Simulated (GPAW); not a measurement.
# GaSb (F-43m) in GPAW: settings compared

Aim: see how the results for GaSb move with the level of theory and the settings. Levels: PBE, BP86+D4, revTPSS. Tasks: band structure, equation of state.

Everything below comes from runs of GPAW 26.7.0. Logs are shortened: lines on timing, memory, paths and dates and some standing lists are left out, and cuts for length are marked. The log counts tension as positive stress, the text compression.

### Step 1. The structure

The structure is cubic, space group F-43m (No. 216). The conventional cell has a = 6.118 Å, b = 6.118 Å, c = 6.118 Å, α = 90.00°, β = 90.00°, γ = 90.00°. Around Sb (site symmetry -43m) lie 4 Ga at 2.65 Å. Around Ga (site symmetry -43m) lie 4 Sb at 2.65 Å.

### Step 2. Band structure, PBE

run.py

```python
from ase.dft.bandgap import bandgap
from ase.io import read, write
from gpaw import GPAW

atoms = read('GaSb.cif')

calc = GPAW(mode='lcao',
            h=0.2,
            basis='sz(dzp)',
            xc='PBE',
            kpts={'size': (6, 6, 6), 'gamma': True},
            occupations={'name': 'fermi-dirac', 'width': 0.05},
            convergence={'density': 1e-05, 'energy': 1e-05},
            maxiter=150,
            txt='gpaw.txt')
atoms.calc = calc
energy = atoms.get_potential_energy()
forces = atoms.get_forces()
calc.write('gs.gpw')
write('result.traj', atoms)
print(f'Energy: {energy:.6f} eV')
print('Forces (eV/A):')
print(forces.round(4))
print('Fermi level:', round(calc.get_fermi_level(), 4), 'eV')
print(f'Gap: {bandgap(calc)[0]:.4f} eV, direct: {bandgap(calc, direct=True)[0]:.4f} eV')

path = atoms.cell.bandpath('GXWKGLUWLK,UX', npoints=80, eps=1e-4)
bs_calc = calc.fixed_density(kpts=path, symmetry='off', txt='bands.txt')
bs = bs_calc.band_structure()
bs.write('bs.json')
print(f'Gap on the path: {bandgap(bs_calc)[0]:.4f} eV')
```

GaSb.cif

```cif
data_GaSb
_cell_length_a 4.32607929
_cell_length_b 4.32607929
_cell_length_c 4.32607929
_cell_angle_alpha 60.00000000
_cell_angle_beta 60.00000000
_cell_angle_gamma 60.00000000
_space_group_name_H-M_alt 'P1'
_space_group_name_Hall 'P 1'
_space_group_IT_number 1
loop_
_space_group_symop_operation_xyz
'x,y,z'
loop_
_atom_site_label
_atom_site_type_symbol
_atom_site_symmetry_multiplicity
_atom_site_Wyckoff_symbol
_atom_site_fract_x
_atom_site_fract_y
_atom_site_fract_z
_atom_site_occupancy
Sb1 Sb 1 a 0.7500000000 0.7500000000 0.7500000000 1
Ga1 Ga 1 a 0.0000000000 0.0000000000 0.0000000000 1
```

Potentials or basis: GPAW PAW data sets (gpaw-data 1.2.1), lcao:sz(dzp).

On the command line:

```console
$ OMP_NUM_THREADS=1 python run.py
```

gpaw.txt:

```text
__  _  _
 | _ |_)|_||  |
 |__||  | ||/\| - 26.7.0

Input parameters:
  mode=LCAO(),
  basis={'default': 'sz(dzp)'},
  convergence={'density': 1e-05, 'energy': 1e-05},
  h=0.2,
  kpts=MonkhorstPack(size=(6, 6, 6), gamma=True),
  maxiter=150,
  occupations=Occupations(name='fermi-dirac', width=0.05),
  xc=XC(name='PBE')

                          Sb

       Ga

Atoms  # Å, Bohr magnetons
|   | symbol |        x |        y |        z |    initial magnetic moments |
|---|--------|----------|----------|----------|-----------------------------|
| 0 |     Sb | 6.489119 | 3.746495 | 2.649172 | ( 0.0000,  0.0000,  0.0000) |
| 1 |     Ga | 0.000000 | 0.000000 | 0.000000 | ( 0.0000,  0.0000,  0.0000) |

Unit cell  # Å
| periodic |        x |        y |        z |  lengths |    angles |
|----------|----------|----------|----------|----------|-----------|
|      yes | 4.326079 | 0.000000 | 0.000000 | 4.326079 | 60.000000 |
|      yes | 2.163040 | 3.746495 | 0.000000 | 4.326079 | 60.000000 |
|      yes | 2.163040 | 1.248832 | 3.532229 | 4.326079 | 60.000000 |

Number of symmetries: 24
Symmetry operations  # r_c * U_cc + t_c -> r_c
|    | kind |            matrix            |
|----|------|------------------------------|
|  0 |  E   |  1, 0, 0,  0, 1, 0,  0, 0, 1 |
|  1 |  σ   |  1, 0, 0,  0, 0, 1,  0, 1, 0 |
|  2 |  σ   |  1, 0,-1,  0, 1,-1,  0, 0,-1 |
|  3 |  C3  |  1, 0,-1,  0, 0,-1,  0, 1,-1 |
|  4 |  C3  |  1,-1, 0,  0,-1, 1,  0,-1, 0 |
|  5 |  σ   |  1,-1, 0,  0,-1, 0,  0,-1, 1 |
|  6 |  σ   |  0, 1, 0,  1, 0, 0,  0, 0, 1 |
|  7 |  C3  |  0, 1, 0,  0, 0, 1,  1, 0, 0 |
|  8 |  C2  |  0, 1,-1,  1, 0,-1,  0, 0,-1 |
|  9 |  S4  |  0, 1,-1,  0, 0,-1,  1, 0,-1 |
| 10 |  C3  |  0, 0, 1,  1, 0, 0,  0, 1, 0 |
| 11 |  σ   |  0, 0, 1,  0, 1, 0,  1, 0, 0 |
| 12 |  S4  |  0, 0,-1,  1, 0,-1,  0, 1,-1 |
| 13 |  C3  |  0, 0,-1,  0, 1,-1,  1, 0,-1 |
| 14 |  S4  |  0,-1, 1,  1,-1, 0,  0,-1, 0 |
| 15 |  C2  |  0,-1, 1,  0,-1, 0,  1,-1, 0 |
| 16 |  C3  |  0,-1, 0,  1,-1, 0,  0,-1, 1 |
| 17 |  S4  |  0,-1, 0,  0,-1, 1,  1,-1, 0 |
| 18 |  S4  | -1, 1, 0, -1, 0, 1, -1, 0, 0 |
| 19 |  C3  | -1, 1, 0, -1, 0, 0, -1, 0, 1 |
| 20 |  C3  | -1, 0, 1, -1, 1, 0, -1, 0, 0 |
| 21 |  S4  | -1, 0, 1, -1, 0, 0, -1, 1, 0 |
| 22 |  σ   | -1, 0, 0, -1, 1, 0, -1, 0, 1 |
| 23 |  C2  | -1, 0, 0, -1, 0, 1, -1, 1, 0 |

BZ-sampling:
  Number of BZ points: 216
  Number of IBZ points: 16

  Monkhorst-Pack size: [6, 6, 6]
  Monkhorst-Pack shift: [0.08333333333333333, 0.08333333333333333, 0.08333333333333333]

K-points  # in reciprocal-cell coordinates
|     |                                coordinates |     weight |
|-----|--------------------------------------------|------------|
|   0 | (  0.00000000,   0.00000000,   0.00000000) | 0.00462963 |
|   1 | (  0.16666667,   0.16666667,   0.00000000) | 0.02777778 |
|   2 | (  0.16666667,   0.16666667,   0.16666667) | 0.03703704 |
|   3 | (  0.33333333,   0.16666667,   0.16666667) | 0.05555556 |
|   4 | (  0.33333333,   0.33333333,  -0.33333333) | 0.05555556 |
|   5 | (  0.33333333,   0.33333333,   0.00000000) | 0.02777778 |
|   6 | (  0.33333333,   0.33333333,   0.16666667) | 0.11111111 |
|   7 | (  0.33333333,   0.33333333,   0.33333333) | 0.03703704 |
|   8 | (  0.50000000,   0.33333333,  -0.33333333) | 0.11111111 |
|   9 | (  0.50000000,   0.33333333,  -0.16666667) | 0.05555556 |
| ... |                                            |            |
|  15 | (  0.50000000,   0.50000000,   0.50000000) | 0.01851852 |

basis functions: 13
Spin-components: 1 (collinear spins)
Bands:           13
Projectors:      11
Spin-degeneracy: 2
Datatype:        <class 'complex'>

Parallelization:
  kpt:    1
  domain: 1
  band:   1

Density:
  Valence electrons: 18.0
  Components: 1
  Grid points: [16 16 16]
  Charge: 0.0  # |e|

Potential:
  Grid points: [16 16 16]

species:
  Sb:
    name:    Antimony
    Z:       51.0
    valence: 15
    core:    36
    charge:  0.0  # [|e|]
    compensation charges:
      type: gauss
      rc: 0.36  # [Å]
      lmax: 2
    cutoffs:
      filter: 2.23  # [Å]
      core: 2.23  # [Å]
    projectors
    | kind |    occ | energy [eV] | rcut [Å] |
    |------|--------|-------------|----------|
    |   5s |  2.000 |     -12.815 |    1.154 |
    |   5p |  3.000 |      -4.830 |    1.233 |
    |   4d | 10.000 |     -33.514 |    1.196 |
    |    s |        |      14.396 |    1.154 |
    |    p |        |      22.381 |    1.233 |
    |    d |        |      -6.303 |    1.196 |

    LCAO basis set for Sb:
      Name: sz(dzp)
      File: <dir>
      Number of radial functions: 3
      Number of spherical harmonics: 9
        l=0, rc=6.6250 Bohr: 5s-sz confined orbital
        l=1, rc=8.6719 Bohr: 5p-sz confined orbital
        l=2, rc=3.7656 Bohr: 4d-sz confined orbital
      Number of RI-basis functions 0

  Ga:
    name:    Gallium
    Z:       31.0
    valence: 3
[... 82 lines left out ...]
|  5 |  σ   |  1,-1, 0,  0,-1, 0,  0,-1, 1 |
|  6 |  σ   |  0, 1, 0,  1, 0, 0,  0, 0, 1 |
|  7 |  C3  |  0, 1, 0,  0, 0, 1,  1, 0, 0 |
|  8 |  C2  |  0, 1,-1,  1, 0,-1,  0, 0,-1 |
|  9 |  S4  |  0, 1,-1,  0, 0,-1,  1, 0,-1 |
| 10 |  C3  |  0, 0, 1,  1, 0, 0,  0, 1, 0 |
| 11 |  σ   |  0, 0, 1,  0, 1, 0,  1, 0, 0 |
| 12 |  S4  |  0, 0,-1,  1, 0,-1,  0, 1,-1 |
| 13 |  C3  |  0, 0,-1,  0, 1,-1,  1, 0,-1 |
| 14 |  S4  |  0,-1, 1,  1,-1, 0,  0,-1, 0 |
| 15 |  C2  |  0,-1, 1,  0,-1, 0,  1,-1, 0 |
| 16 |  C3  |  0,-1, 0,  1,-1, 0,  0,-1, 1 |
| 17 |  S4  |  0,-1, 0,  0,-1, 1,  1,-1, 0 |
| 18 |  S4  | -1, 1, 0, -1, 0, 1, -1, 0, 0 |
| 19 |  C3  | -1, 1, 0, -1, 0, 0, -1, 0, 1 |
| 20 |  C3  | -1, 0, 1, -1, 1, 0, -1, 0, 0 |
| 21 |  S4  | -1, 0, 1, -1, 0, 0, -1, 1, 0 |
| 22 |  σ   | -1, 0, 0, -1, 1, 0, -1, 0, 1 |
| 23 |  C2  | -1, 0, 0, -1, 0, 1, -1, 1, 0 |

BZ-sampling:
  Number of BZ points: 216
  Number of IBZ points: 16

  Monkhorst-Pack size: [6, 6, 6]
  Monkhorst-Pack shift: [0.08333333333333333, 0.08333333333333333, 0.08333333333333333]

K-points  # in reciprocal-cell coordinates
|     |                                coordinates |     weight |
|-----|--------------------------------------------|------------|
|   0 | (  0.00000000,   0.00000000,   0.00000000) | 0.00462963 |
|   1 | (  0.16666667,   0.16666667,   0.00000000) | 0.02777778 |
|   2 | (  0.16666667,   0.16666667,   0.16666667) | 0.03703704 |
|   3 | (  0.33333333,   0.16666667,   0.16666667) | 0.05555556 |
|   4 | (  0.33333333,   0.33333333,  -0.33333333) | 0.05555556 |
|   5 | (  0.33333333,   0.33333333,   0.00000000) | 0.02777778 |
|   6 | (  0.33333333,   0.33333333,   0.16666667) | 0.11111111 |
|   7 | (  0.33333333,   0.33333333,   0.33333333) | 0.03703704 |
|   8 | (  0.50000000,   0.33333333,  -0.33333333) | 0.11111111 |
|   9 | (  0.50000000,   0.33333333,  -0.16666667) | 0.05555556 |
| ... |                                            |            |
|  15 | (  0.50000000,   0.50000000,   0.50000000) | 0.01851852 |

basis functions: 13
Spin-components: 1 (collinear spins)
Bands:           13
Projectors:      11
Spin-degeneracy: 2
Datatype:        <class 'complex'>

Parallelization:
  kpt:    1
  domain: 1
  band:   1

Density:
  Valence electrons: 18.0
  Components: 1
  Grid points: [16 16 16]
  Charge: 0.0  # |e|

Potential:
  Grid points: [16 16 16]

species:
  Sb:
    name:    Antimony
    Z:       51.0
    valence: 15
    core:    36
    charge:  0.0  # [|e|]
    compensation charges:
      type: gauss
      rc: 0.36  # [Å]
      lmax: 2
    cutoffs:
      filter: 2.23  # [Å]
      core: 2.23  # [Å]
    projectors
    | kind |    occ | energy [eV] | rcut [Å] |
    |------|--------|-------------|----------|
    |   5s |  2.000 |     -12.815 |    1.154 |
    |   5p |  3.000 |      -4.830 |    1.233 |
    |   4d | 10.000 |     -33.514 |    1.196 |
    |    s |        |      14.396 |    1.154 |
    |    p |        |      22.381 |    1.233 |
    |    d |        |      -6.303 |    1.196 |

    LCAO basis set for Sb:
      Name: sz(dzp)
      File: <dir>
      Number of radial functions: 3
      Number of spherical harmonics: 9
        l=0, rc=6.6250 Bohr: 5s-sz confined orbital
        l=1, rc=8.6719 Bohr: 5p-sz confined orbital
        l=2, rc=3.7656 Bohr: 4d-sz confined orbital
      Number of RI-basis functions 0

  Ga:
    name:    Gallium
    Z:       31.0
    valence: 3
    core:    28
    charge:  0.0  # [|e|]
    compensation charges:
      type: gauss
      rc: 0.37  # [Å]
      lmax: 2
    cutoffs:
      filter: 2.06  # [Å]
      core: 4.17  # [Å]
    projectors
    | kind |    occ | energy [eV] | rcut [Å] |
    |------|--------|-------------|----------|
    |   4s |  2.000 |      -8.945 |    1.164 |
    |   4p |  1.000 |      -2.580 |    1.164 |
    |    s |        |      18.266 |    1.164 |
    |    p |        |      24.631 |    1.164 |
    |    d |        |       0.000 |    1.164 |

    LCAO basis set for Ga:
      Name: sz(dzp)
      File: <dir>
      Number of radial functions: 2
      Number of spherical harmonics: 4
        l=0, rc=7.2656 Bohr: 4s-sz confined orbital
        l=1, rc=10.3438 Bohr: 4p-sz confined orbital
      Number of RI-basis functions 0

Reference energy: -229166.229777  # eV

eigensolver:
  <gpaw.new.lcao.eigensolver.LCAOEigensolver object>
density mixing:
  MSR1-Mixer
  Pratt-step length: 0.05
  Maximum mixing coefficient: 0.75
  Old densities: 10
  SVD Regularization: 0.005
  Good broyden scale: 1.0
  Trust region scale: 1.0
  Backstep threshold: 4.0
  History deletion threshold: 6.0
  Fourier metric: weight=20.0, sigma=0.015

occupation numbers:
  Fermi-Dirac:
    width: 0.0500  # eV

FastPoissonSolver using
    Stencil: 12*3+1=37 point O(h^6) finite-difference Laplacian
    FFT axes: [np.int64(0), np.int64(1), np.int64(2)]
    FST axes: []

xc functional:
  name: PBE with 2 nearest neighbor stencil
interpolation: tri-quintic # 5. degree polynomial

convergence criteria:
- Maximum integral of absolute [dens]ity change: 1e-05 electrons / valence electron
- Maximum [total energy] change in last 3 cyles: 1e-05 eV / valence electron
- Maximum integral of absolute [eigenst]ate change: 4e-08 eV^2 / valence electron
maximum number of iterations: 150

SCF iterations
|iter     | |      energy | eigst |  dens |
|---------|-|-------------|-------|-------|
|iter:   1| |   -6.041431 |      c|       |
|iter:   2| |   -6.038187 |      c| -1.38 |
|iter:   3| |   -6.020459 |      c| -1.40 |
|iter:   4| |   -6.019998 |      c| -1.94 |
|iter:   5| |   -6.019989 |      c| -3.11 |
|iter:   6| |   -6.019989c|      c| -3.96 |
|iter:   7| |   -6.019989c|      c| -4.92 |
|iter:   8| |   -6.019989c|      c| -5.97c|

Converged in 8 steps
Energy contributions relative to reference atoms: (reference = -229166.229777)

Energy contributions:
  Kinetic:          57.345986
  Coulomb:         -52.349509
  Zero:              0.212147
  External:          0.000000
  Xc:              -11.228096
  Entropy:          -0.001035
  Spinorbit:         0.000000
  ----------------------------
  Free energy:      -6.020506
  Extrapolated:     -6.019989

dipole moment: (-15.084650, -8.709127, -6.158283)  # |e|*Ang

Fermi level: 4.834
Eigenvalues  # (at kpt = [0.000, 0.000, 0.000])
| band index |      eig [eV] | occ [0-2] |
|------------|---------------|-----------|
|          0 |       -23.452 |     2.000 |
|        ... |               |           |
|          2 |       -23.448 |     2.000 |
|          3 |       -23.392 |     2.000 |
|          4 |       -23.392 |     2.000 |
|          5 |        -6.747 |     2.000 |
|          6 |         4.769 |     1.569 |
|          7 |         4.771 |     1.555 |
|          8 |         4.771 |     1.555 |
|          9 |         4.800 |     1.322 |
|         10 |         7.916 |     0.000 |
|         11 |         7.916 |     0.000 |
|         12 |         7.916 |     0.000 |

No gap
No difference between direct/indirect transitions

Forces  # eV/Ang
|        x |        y |       z |
|----------|----------|---------|
| -0.00000 | -0.00000 | 0.00000 |  # Sb   0
|  0.00000 | -0.00000 | 0.00000 |  # Ga   1

# Writing to gs.gpw (mode='')
```

Wall time 5.8 s (1 thread of Intel Xeon 6975P-C (Granite Rapids), shared host); peak memory 0.15 GiB.

The run converged, but some of its settings lie outside the range that counts as converged, so its numbers aren't taken as properties of the crystal.

Results:

```yaml
Free_energy: -6.0205 eV
Band_gap_along_the_path: none (metal or under the smearing width)
```

Caveat: the real-space grid adds noise to forces; spin-orbit coupling is left out, which moves the levels of the heavy elements; the basis of atomic orbitals isn't converged, which shifts pressures, moduli and gaps.

### Step 3. Equation of state, BP86+D4

run.py

```python
from ase import Atoms
from ase.calculators.mixing import SumCalculator
from ase.eos import EquationOfState
from ase.io import Trajectory
from ase.units import GPa
from dftd4.ase import DFTD4
from gpaw import GPAW, PW, setup_paths

setup_paths.insert(0, '.')

atoms = Atoms(['Sb', 'Ga'],
              cell=[[0.0, 3.059, 3.059],
                    [3.059, 0.0, 3.059],
                    [3.059, 3.059, 0.0]],
              scaled_positions=[[0.75, 0.75, 0.75],
                                [0.0, 0.0, 0.0]],
              pbc=True)

traj = Trajectory('eos.traj', 'w')
volumes, energies = [], []
for x in [0.94, 0.96, 0.98, 1.0, 1.02, 1.04, 1.06]:
    a = atoms.copy()
    a.set_cell(atoms.cell * x**(1 / 3), scale_atoms=True)
    calc = GPAW(mode=PW(600),
                xc='GGA_X_B88+GGA_C_P86',
                kpts={'size': (6, 6, 6), 'gamma': True},
                occupations={'name': 'fermi-dirac', 'width': 0.05},
                nbands=18,
                convergence={'density': 1e-05, 'energy': 1e-05},
                maxiter=150,
                txt=f'eos-{x:.2f}.txt')
    a.calc = SumCalculator([calc, DFTD4(method='bp')])
    energies.append(a.get_potential_energy())
    volumes.append(a.get_volume())
    p = -a.get_stress()[:3].mean() / GPa
    calc.write(f'eos-{x:.2f}.gpw')
    traj.write(a)
    print(f'{x:.2f} {volumes[-1]:10.4f} A^3 {energies[-1]:14.6f} eV {p:9.3f} GPa', flush=True)

v0, e0, B = EquationOfState(volumes, energies, eos='birchmurnaghan').fit()
print(f'V0 = {v0:.4f} A^3, E0 = {e0:.6f} eV, B0 = {B / GPa:.2f} GPa')
```

Potentials or basis: PAW data sets generated in the run's folder for this functional, pw.

On the command line:

```console
$ gpaw-setup -f GGA_X_B88+GGA_C_P86 Ga Sb
$ OMP_NUM_THREADS=1 python run.py
```

It took 39 s on 1 thread of Intel Xeon 6975P-C (Granite Rapids), shared host; peak memory 0.27 GiB.

Results (log left out):

```
Equilibrium volume                      : 27.73 Å³/atom
Bulk modulus                            : 55 GPa
Pressure derivative of the bulk modulus : 4.4 (rough: it moves with the points fitted)
```

Energy against volume, from the lowest point:
| volume (Å³/atom) | energy (meV/atom) |
| --- | --- |
| 26.907 | 4.14 |
| 27.480 | 0.00 |
| 28.052 | 0.33 |
| 28.625 | 4.43 |
| 29.197 | 11.86 |
| 29.770 | 22.43 |
| 30.342 | 35.83 |

(Part 1 of 2 ends here.)
